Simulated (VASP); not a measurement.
# AlN (P6_3/mmc) in VASP: a series of runs, part 2 of 2

VASP 6.6.1.

## 5. Relaxation of cell and atoms, RPBE

File INCAR:

```
  PREC = Accurate
  ENCUT = 600
  EDIFF = 1E-7
  ISMEAR = 0
  SIGMA = 0.02
  LREAL = F
  LASPH = T
  NELM = 100
  ALGO = Normal
  ISIF = 3
  LWAVE = F
  LCHARG = F
  GGA = RP
  IBRION = 2
  NSW = 90
  EDIFFG = -0.005
```

File KPOINTS:

```
Automatic mesh
0
Gamma
  9 9 6
```

File POSCAR:

```
AlN
1.0
    3.3121157400      0.0000000000      0.0000000000
   -1.6560578700      2.8683763700      0.0000000000
    0.0000000000      0.0000000000      4.1875630000
Al N
2 2
Direct
    0.3333333300      0.6666666700      0.7500000000
    0.6666666700      0.3333333300      0.2500000000
    0.3333333300      0.6666666700      0.2500000000
    0.6666666700      0.3333333300      0.7500000000
```

Potentials or basis: VASP PAW PBE potentials, release 64 (Al, N).

Started as:

```
$ cat potpaw_PBE.64/Al/POTCAR potpaw_PBE.64/N/POTCAR > POTCAR
$ mpirun -np 1 vasp_std > vasp.out
```

OUTCAR:

```text
PREC = Accurate
   ENCUT = 600
   EDIFF = 1E-7
   ISMEAR = 0
   LREAL = F
   LASPH = T
   NELM = 100
   ISIF = 3
   GGA = RP
   IBRION = 2
   NSW = 90
   EDIFFG = -0.005

 ion  position               nearest neighbor table
   1  0.333  0.667  0.750-   4 1.91   4 1.91   4 1.91   3 2.09   3 2.09   2 2.84   2 2.84   2 2.84
                             2 2.84   2 2.84   2 2.84
   2  0.667  0.333  0.250-   3 1.91   3 1.91   3 1.91   4 2.09   4 2.09   1 2.84   1 2.84   1 2.84
                             1 2.84   1 2.84   1 2.84
   3  0.333  0.667  0.250-   2 1.91   2 1.91   2 1.91   1 2.09   1 2.09
   4  0.667  0.333  0.750-   1 1.91   1 1.91   1 1.91   2 2.09   2 2.09

  LATTYP: Found a hexagonal cell.
 ALAT       =     3.3121157400
 C/A-ratio  =     1.2643166268

  Lattice vectors:

 A1 = (   3.3121157400,   0.0000000000,   0.0000000000)
 A2 = (  -1.6560578700,   2.8683763700,   0.0000000000)
 A3 = (   0.0000000000,   0.0000000000,   4.1875630000)

Analysis of symmetry for initial positions (statically):
=====================================================================
 Subroutine PRICEL returns:
 Original cell was already a primitive cell.

 Routine SETGRP: Setting up the symmetry group for a
 hexagonal supercell.

 Subroutine GETGRP returns: Found 24 space group operations
 (whereof 12 operations were pure point group operations)
 out of a pool of 24 trial point group operations.

The static configuration has the point symmetry D_3d.
 The point group associated with its full space group is D_6h.

Analysis of symmetry for dynamics (positions and initial velocities):
=====================================================================
 Subroutine PRICEL returns:
 Original cell was already a primitive cell.

 Routine SETGRP: Setting up the symmetry group for a
 hexagonal supercell.

 Subroutine GETGRP returns: Found 24 space group operations
 (whereof 12 operations were pure point group operations)
 out of a pool of 24 trial point group operations.

The dynamic configuration has the point symmetry D_3d.
 The point group associated with its full space group is D_6h.

 Subroutine INISYM returns: Found 24 space group operations
 (whereof 12 operations are pure point group operations),
 and found     1 'primitive' translations

----------------------------------------------------------------------------------------

                                     Primitive cell

  volume of cell :      39.7835

  direct lattice vectors                    reciprocal lattice vectors
     3.312115740  0.000000000  0.000000000     0.301921816  0.174314642  0.000000000
    -1.656057870  2.868376370  0.000000000     0.000000000  0.348629284  0.000000000
     0.000000000  0.000000000  4.187563000     0.000000000  0.000000000  0.238802377

  length of vectors
     3.312115740  3.312115739  4.187563000     0.348629284  0.348629284  0.238802377

  position of ions in fractional coordinates (direct lattice)
     0.333333330  0.666666670  0.750000000
     0.666666670  0.333333330  0.250000000
     0.333333330  0.666666670  0.250000000
     0.666666670  0.333333330  0.750000000

  ion indices of the primitive-cell ions
   primitive index   ion index
                 1           1
                 2           2
                 3           3
                 4           4

[... 69 lines left out ...]
   ENCUT  =  600.0 eV  44.10 Ry    6.64 a.u.   6.62  6.62  8.36*2*pi/ulx,y,z
   NELM   =    100;   NELMIN=  2; NELMDL= -5     # of ELM steps
   EDIFF  = 0.1E-06   stopping-criterion for ELM
   LREAL  =      F    real-space projection
   EDIFFG = -.5E-02   stopping-criterion for IOM
   NSW    =     90    number of steps for IOM
   IBRION =      2    ionic relax: 0-MD 1-quasi-New 2-CG
   NFREE  =      1    steps in history (QN), initial steepest desc. (CG)
   ISIF   =      3    stress and relaxation
   ISYM   =      2    0-nonsym 1-usesym 2-fastsym
   POTIM  = 0.5000    time-step for ionic-motion
   TEBEG  =    0.0;   TEEND  =   0.0 temperature during run
   PSTRESS=    0.0 pullay stress
   NELECT =      16.0000    total number of electrons
   NUPDOWN=      -1.0000    fix difference up-down
   EMIN   =  10.00;   EMAX   =-10.00  energy-range for DOS
   EFERMI =   0.00;   METHOD = LEGACY
   ISMEAR =     0;   SIGMA  =   0.02  broadening in eV -4-tet -1-fermi 0-gaus
   EFERMI_NEDOS =   21; number of points for ismear=-14 and -15
   IALGO  =     38    algorithm
   IMIX   =      4    mixing-type and parameters
     AMIX     =   0.40;   BMIX     =  1.00
     AMIX_MAG =   1.60;   BMIX_MAG =  1.00
  volume/ion in A,a.u.               =       9.95        67.12
  Fermi-wavevector in a.u.,A,eV,Ry     =   1.208409  2.283561 19.867928  1.460251
  Thomas-Fermi vector in A             =   2.344017
   LORBIT       =      0    0 simple, 1 ext, 2 COOP (PROOUT), +10 PAW based schemes
   GGA     = RP    functional components
   LHFCALC =     F    Hartree Fock is set to
   AEXX    =    0.0000 exact exchange contribution
   IVDW    =     0    specifies the selected vdW correction
   LEPSILON=     F    determine dielectric tensor
   LRPA    =     F    only Hartree local field effects (RPA)
 conjugate gradient relaxation of ions
 non-spin polarized calculation
 Gauss-broadening in eV      SIGMA  =   0.02
  energy-cutoff  :      600.00
  volume of cell :       39.78
 maximum number of plane-waves:      1355
 NGX is ok and might be reduce to    28
   NGX = 13   NGY = 13   NGZ = 17

--------------------------------------- Ionic step        1  -------------------------------------------

 number of electron      16.0000002 magnetization

 Free energy of the ion-electron system (eV)
  ---------------------------------------------------
  ext. energy  EPLUGINS =         0.00000000
  ---------------------------------------------------
  free energy    TOTEN  =       -27.86004187 eV

  energy without entropy =      -27.86004187  energy(sigma->0) =      -27.86004187

------------------------ aborting loop because EDIFF is reached ----------------------------------------

  FORCE on cell =-STRESS in cart. coord.  units (eV):
  Direction    XX          YY          ZZ          XY          YZ          ZX
  --------------------------------------------------------------------------------------
  -------------------------------------------------------------------------------------
  Total        0.8396841      0.8396841      0.8157858      0.0000000      0.0000000      0.0000000
  in kB       33.8161005     33.8161004     32.8536584      0.0000000      0.0000000      0.0000000
  external PRESSURE =      33.4952865 kB  Pullay stress =       0.0000000 kB
[... 139 lines left out ...]
--------------------------------------- Ionic step        5  -------------------------------------------

 number of electron      16.0000001 magnetization

 Free energy of the ion-electron system (eV)
  ---------------------------------------------------
  ext. energy  EPLUGINS =         0.00000000
  ---------------------------------------------------
  free energy    TOTEN  =       -27.86685574 eV

  energy without entropy =      -27.86685574  energy(sigma->0) =      -27.86685574

 E-fermi :   7.9900     XC(G=0): -10.9624

 val. band max:        7.9003146403   @ k =   0.0000   0.0000   0.0000
 cond. band min:      11.0803689491   @ k =   0.0000   0.0000   0.0000
 fundamental gap:      3.1800543088
 Fermi energy:         7.9900138414

 k-point     1 :       0.0000    0.0000    0.0000
  band No.  band energies     occupation
      1      -8.8185      2.00000
      2      -5.3326      2.00000
      3       1.1261      2.00000
      4       4.6671      2.00000
      5       4.6671      2.00000
      6       6.2936      2.00000
      7       6.2936      2.00000
      8       7.9003      2.00000
      9      11.0804      0.00000
     10      12.2858      0.00000
     11      16.1429      0.00000
     12      16.1429      0.00000
[... 331 lines left out ...]
 k-point    24 :       0.3333    0.3333    0.1667
  band No.  band energies     occupation
      1      -6.3203      2.00000
      2      -6.3203      2.00000
      3       1.4968      2.00000
      4       2.3968      2.00000
      5       2.3968      2.00000
      6       4.9021      2.00000
      7       5.3296      2.00000
      8       5.3296      2.00000
      9      13.7080      0.00000
     10      14.2284      0.00000
     11      16.5160      0.00000
     12      16.5160      0.00000

 [... further k-points ...]

------------------------ aborting loop because EDIFF is reached ----------------------------------------

  FORCE on cell =-STRESS in cart. coord.  units (eV):
  Direction    XX          YY          ZZ          XY          YZ          ZX
  --------------------------------------------------------------------------------------
  -------------------------------------------------------------------------------------
  Total       -0.0012617     -0.0012617      0.0100866      0.0000000      0.0000000      0.0000000
  in kB       -0.0499777     -0.0499777      0.3995339      0.0000000      0.0000000      0.0000000
  external PRESSURE =       0.0998595 kB  Pullay stress =       0.0000000 kB
[... 19 lines left out ...]
  FREE ENERGIE OF THE ION-ELECTRON SYSTEM (eV)
  ---------------------------------------------------
  free  energy   TOTEN  =       -27.8668557354 eV

  energy  without entropy=      -27.8668557354  energy(sigma->0) =      -27.86685574

 reached required accuracy - stopping structural energy minimisation
```

Run time: 32 s. Hardware: 1 thread of AMD EPYC 9R45 (Zen 5), shared host; peak memory 0.15 GiB.

Results:

```yaml
Free_energy: -27.8669 eV
Relaxed_volume: 10.11 Å³/atom
Relaxed_cell: a = 3.327 Å, b = 3.327 Å, c = 4.220 Å, α = 90.00°, β = 90.00°, γ = 120.00°
Space_group_after_relaxing_to_0.05_Å: P6_3/mmc (No. 194)
Energy_gained_by_relaxing: 1.7 meV/atom
Ionic_steps: 5
Pressure_after_relaxing: 0.0 GPa
Band_gap_on_the_k_mesh: 3.18 eV, direct
```

Step by step:
```
step  energy change (eV)  largest force (eV/Å)  pressure (GPa)  volume (Å³)
   1              0.0000                0.0000            3.35        39.78
   2             -0.0019                0.0000           -2.67        40.99
   3             -0.0066                0.0000            0.01        40.43
   4             -0.0068                0.0000            0.01        40.44
   5             -0.0068                0.0000            0.01        40.45
```

Final structure:
```xyz
4
Lattice="3.3269 0.0000 0.0000 -1.6635 2.8812 0.0000 0.0000 0.0000 4.2198" Properties=species:S:1:pos:R:3 pbc="T T T"
Al    0.0000    1.9208    3.1648
Al    1.6635    0.9604    1.0549
N     0.0000    1.9208    1.0549
N     1.6635    0.9604    3.1648
```

Levels at points of the mesh, in eV from the valence-band top:
```tsv
k point	band 4	band 5	band 6	band 7	band 8	band 9	band 10	band 11	band 12
(0.00, 0.00, 0.00)	-3.23	-3.23	-1.61	-1.61	0.00	3.18	4.39	8.24	8.24
(0.00, 0.00, 0.50)	-3.72	-2.46	-2.46	-2.46	-2.46	5.62	5.62	8.43	8.43
```

Caveat: the PAW data sets were made with another functional, which shifts forces and pressure a little.

## 6. The runs side by side

| task | level | potentials or basis | cell | cutoff (eV) | gap on the mesh (eV) | pressure (GPa) | relaxed volume (Å³/atom) |
| --- | --- | --- | --- | --- | --- | --- | --- |
| single point | PBEsol | VASP PAW PBE potentials, release 64 (Al, N) | as given | 520 | 3.19 | -3.5 | - |
| relaxation of cell and atoms | PBEsol | VASP PAW PBE potentials, release 64 (Al, N) | relaxed | 580 | 3.34 | 0.0 | 9.76 |
| relaxation of cell and atoms | PBEsol | VASP PAW PBE potentials, release 64 (Al, N_s) | relaxed | 480 | 3.35 | 0.0 | 9.77 |
| relaxation of cell and atoms | RPBE | VASP PAW PBE potentials, release 64 (Al, N) | relaxed | 600 | 3.18 | 0.0 | 10.11 |

Alike in all rows: no spin polarisation; k mesh 9 × 9 × 6; smearing gaussian 0.02 eV.

Caveats: the PAW data sets were made with another functional, which shifts forces and pressure a little.

Total energies depend on the potentials used, so only differences within one code and one set of settings carry meaning.
